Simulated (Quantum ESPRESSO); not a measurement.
A run of Quantum ESPRESSO 7.5 is set up as follows.

File pw.in:

```
&CONTROL
  calculation = 'scf'
  prefix = 'pwscf'
  outdir = './tmp'
  pseudo_dir = './pseudo'
  tprnfor = .true.
  tstress = .true.
  disk_io = 'low'
/
&SYSTEM
  ibrav = 0
  celldm(1) = 8
  nat = 6
  ntyp = 2
  ecutwfc = 56
  ecutrho = 448
  nbnd = 61
  occupations = 'smearing'
  smearing = 'fd'
  degauss = 0.00367493
  nspin = 2
  starting_magnetization(1) = 0
  starting_magnetization(2) = 0.1875
/
&ELECTRONS
  conv_thr = 1.2d-09
  electron_maxstep = 120
  mixing_beta = 0.3
/
ATOMIC_SPECIES
Ge    72.6300 ge_lda_v1.4.uspp.F.UPF
Fe    55.8450 fe_lda_v1.5.uspp.F.UPF
CELL_PARAMETERS alat
  1.1805124618065   0.0000000000000   0.0000000000000
 -0.5902562309033   1.0223537814049   0.0000000000000
  0.0000000000000   0.0000000000000   0.9722077182275
ATOMIC_POSITIONS crystal
Ge     0.6666666667    0.3333333333    0.5000000000
Ge     0.3333333333    0.6666666667    0.5000000000
Ge     0.0000000000    0.0000000000    0.0000000000
Fe     0.0000000000    0.5000000000    0.0000000000
Fe     0.5000000000    0.5000000000    0.0000000000
Fe     0.5000000000    0.0000000000    0.0000000000
K_POINTS automatic
6 6 7 0 0 0
```

File bands.in:

```
&CONTROL
  calculation = 'bands'
  prefix = 'pwscf'
  outdir = './tmp'
  pseudo_dir = './pseudo'
  disk_io = 'low'
  verbosity = 'high'
/
&SYSTEM
  ibrav = 0
  celldm(1) = 8
  nat = 6
  ntyp = 2
  ecutwfc = 56
  ecutrho = 448
  nbnd = 61
  occupations = 'smearing'
  smearing = 'fd'
  degauss = 0.00367493
  nspin = 2
  starting_magnetization(1) = 0
  starting_magnetization(2) = 0.1875
/
&ELECTRONS
  conv_thr = 1d-08
  electron_maxstep = 120
  mixing_beta = 0.3
  diago_full_acc = .true.
  startingwfc = 'random'
/
ATOMIC_SPECIES
Ge    72.6300 ge_lda_v1.4.uspp.F.UPF
Fe    55.8450 fe_lda_v1.5.uspp.F.UPF
CELL_PARAMETERS alat
  1.1805124618065   0.0000000000000   0.0000000000000
 -0.5902562309033   1.0223537814049   0.0000000000000
  0.0000000000000   0.0000000000000   0.9722077182275
ATOMIC_POSITIONS crystal
Ge     0.6666666667    0.3333333333    0.5000000000
Ge     0.3333333333    0.6666666667    0.5000000000
Ge     0.0000000000    0.0000000000    0.0000000000
Fe     0.0000000000    0.5000000000    0.0000000000
Fe     0.5000000000    0.5000000000    0.0000000000
Fe     0.5000000000    0.0000000000    0.0000000000
K_POINTS crystal
60
 0.0000000000  0.0000000000  0.0000000000 1
 0.0833333333  0.0000000000  0.0000000000 1
 0.1666666667  0.0000000000  0.0000000000 1
 0.2500000000  0.0000000000  0.0000000000 1
 0.3333333333  0.0000000000  0.0000000000 1
 0.4166666667  0.0000000000  0.0000000000 1
 0.5000000000  0.0000000000  0.0000000000 1
 0.4444444444  0.1111111111  0.0000000000 1
 0.3888888889  0.2222222222  0.0000000000 1
 0.3333333333  0.3333333333  0.0000000000 1
 0.2857142857  0.2857142857  0.0000000000 1
 0.2380952381  0.2380952381  0.0000000000 1
 0.1904761905  0.1904761905  0.0000000000 1
 0.1428571429  0.1428571429  0.0000000000 1
 0.0952380952  0.0952380952  0.0000000000 1
 0.0476190476  0.0476190476  0.0000000000 1
 0.0000000000  0.0000000000  0.0000000000 1
 0.0000000000  0.0000000000  0.0714285714 1
 0.0000000000  0.0000000000  0.1428571429 1
 0.0000000000  0.0000000000  0.2142857143 1
 0.0000000000  0.0000000000  0.2857142857 1
 0.0000000000  0.0000000000  0.3571428571 1
 0.0000000000  0.0000000000  0.4285714286 1
 0.0000000000  0.0000000000  0.5000000000 1
 0.0714285714  0.0000000000  0.5000000000 1
 0.1428571429  0.0000000000  0.5000000000 1
 0.2142857143  0.0000000000  0.5000000000 1
 0.2857142857  0.0000000000  0.5000000000 1
 0.3571428571  0.0000000000  0.5000000000 1
 0.4285714286  0.0000000000  0.5000000000 1
 0.5000000000  0.0000000000  0.5000000000 1
 0.4583333333  0.0833333333  0.5000000000 1
 0.4166666667  0.1666666667  0.5000000000 1
 0.3750000000  0.2500000000  0.5000000000 1
 0.3333333333  0.3333333333  0.5000000000 1
 0.2916666667  0.2916666667  0.5000000000 1
 0.2500000000  0.2500000000  0.5000000000 1
 0.2083333333  0.2083333333  0.5000000000 1
 0.1666666667  0.1666666667  0.5000000000 1
 0.1250000000  0.1250000000  0.5000000000 1
 0.0833333333  0.0833333333  0.5000000000 1
 0.0416666667  0.0416666667  0.5000000000 1
 0.0000000000  0.0000000000  0.5000000000 1
 0.5000000000  0.0000000000  0.5000000000 1
 0.5000000000  0.0000000000  0.4285714286 1
 0.5000000000  0.0000000000  0.3571428571 1
 0.5000000000  0.0000000000  0.2857142857 1
 0.5000000000  0.0000000000  0.2142857143 1
 0.5000000000  0.0000000000  0.1428571429 1
 0.5000000000  0.0000000000  0.0714285714 1
 0.5000000000  0.0000000000  0.0000000000 1
 0.3333333333  0.3333333333  0.0000000000 1
 0.3333333333  0.3333333333  0.0625000000 1
 0.3333333333  0.3333333333  0.1250000000 1
 0.3333333333  0.3333333333  0.1875000000 1
 0.3333333333  0.3333333333  0.2500000000 1
 0.3333333333  0.3333333333  0.3125000000 1
 0.3333333333  0.3333333333  0.3750000000 1
 0.3333333333  0.3333333333  0.4375000000 1
 0.3333333333  0.3333333333  0.5000000000 1
```

Potentials or basis: GBRV 1.5 LDA.

Run with:

```console
$ OMP_NUM_THREADS=1 mpirun -n 2 pw.x -nk 2 -in pw.in > pw.out
$ OMP_NUM_THREADS=1 mpirun -n 2 pw.x -nk 2 -in bands.in > bands.out
```

Task: What does it give for the band gap on the k mesh?

Result: None (metal or under the smearing width).

Task: Estimate the pressure.

Result: -14.5 GPa.

Task: What does it give for the net moment?

Result: 4.17 μB per cell.

Task: Estimate the absolute moment.

Result: 4.75 μB per cell.

Levels at the corners of the path, in eV from the Fermi level:
Spin up:
| point | band 44 | band 45 | band 46 | band 47 | band 48 | band 49 | band 50 | band 51 | band 52 | band 53 |
| --- | --- | --- | --- | --- | --- | --- | --- | --- | --- | --- |
| Γ | -1.13 | -1.07 | -1.07 | -0.20 | 0.18 | 1.23 | 1.23 | 2.68 | 3.09 | 4.18 |
| M | -1.19 | -1.08 | 0.47 | 0.55 | 0.87 | 1.44 | 1.65 | 2.92 | 3.55 | 3.58 |
| K | -1.38 | -0.90 | 0.56 | 0.80 | 0.80 | 1.49 | 1.49 | 1.97 | 2.85 | 2.85 |
| Γ | -1.13 | -1.07 | -1.07 | -0.20 | 0.18 | 1.23 | 1.23 | 2.68 | 3.09 | 4.18 |
| A | -1.23 | -1.23 | -1.17 | -1.14 | -1.14 | -0.41 | -0.09 | 0.18 | 0.80 | 2.97 |
| L | -1.58 | -1.18 | -1.14 | -1.08 | -0.91 | 0.06 | 1.07 | 3.14 | 4.24 | 5.31 |
| H | -1.52 | -1.40 | -1.40 | -1.14 | -0.85 | 1.15 | 2.66 | 2.66 | 3.32 | 3.32 |
| A | -1.23 | -1.23 | -1.17 | -1.14 | -1.14 | -0.41 | -0.09 | 0.18 | 0.80 | 2.97 |
| L | -1.58 | -1.18 | -1.14 | -1.08 | -0.91 | 0.06 | 1.07 | 3.14 | 4.24 | 5.31 |
| M | -1.19 | -1.08 | 0.47 | 0.55 | 0.87 | 1.44 | 1.65 | 2.92 | 3.55 | 3.58 |
| K | -1.38 | -0.90 | 0.56 | 0.80 | 0.80 | 1.49 | 1.49 | 1.97 | 2.85 | 2.85 |
| H | -1.52 | -1.40 | -1.40 | -1.14 | -0.85 | 1.15 | 2.66 | 2.66 | 3.32 | 3.32 |
Spin down:
```
point  band 39  band 40  band 41  band 42  band 43  band 44  band 45  band 46  band 47  band 48
    Γ    -2.14    -1.42    -1.42     0.20     0.20     0.37     0.48     0.48     0.96     1.52
    M    -1.80    -1.42    -0.78    -0.41    -0.37     0.24     0.45     1.41     1.45     1.73
    K    -1.99    -0.85    -0.85    -0.51    -0.51     0.12     0.65     1.49     1.53     1.53
    Γ    -2.14    -1.42    -1.42     0.20     0.20     0.37     0.48     0.48     0.96     1.52
    A    -1.93    -1.73    -1.73    -0.47    -0.43    -0.43     0.26     0.26     0.32     0.37
    L    -1.20    -0.96    -0.96    -0.82    -0.45    -0.41     0.04     0.26     0.33     0.36
    H    -1.15    -1.15    -0.46    -0.42    -0.42    -0.26    -0.21    -0.01    -0.01     0.71
    A    -1.93    -1.73    -1.73    -0.47    -0.43    -0.43     0.26     0.26     0.32     0.37
    L    -1.20    -0.96    -0.96    -0.82    -0.45    -0.41     0.04     0.26     0.33     0.36
    M    -1.80    -1.42    -0.78    -0.41    -0.37     0.24     0.45     1.41     1.45     1.73
    K    -1.99    -0.85    -0.85    -0.51    -0.51     0.12     0.65     1.49     1.53     1.53
    H    -1.15    -1.15    -0.46    -0.42    -0.42    -0.26    -0.21    -0.01    -0.01     0.71
```
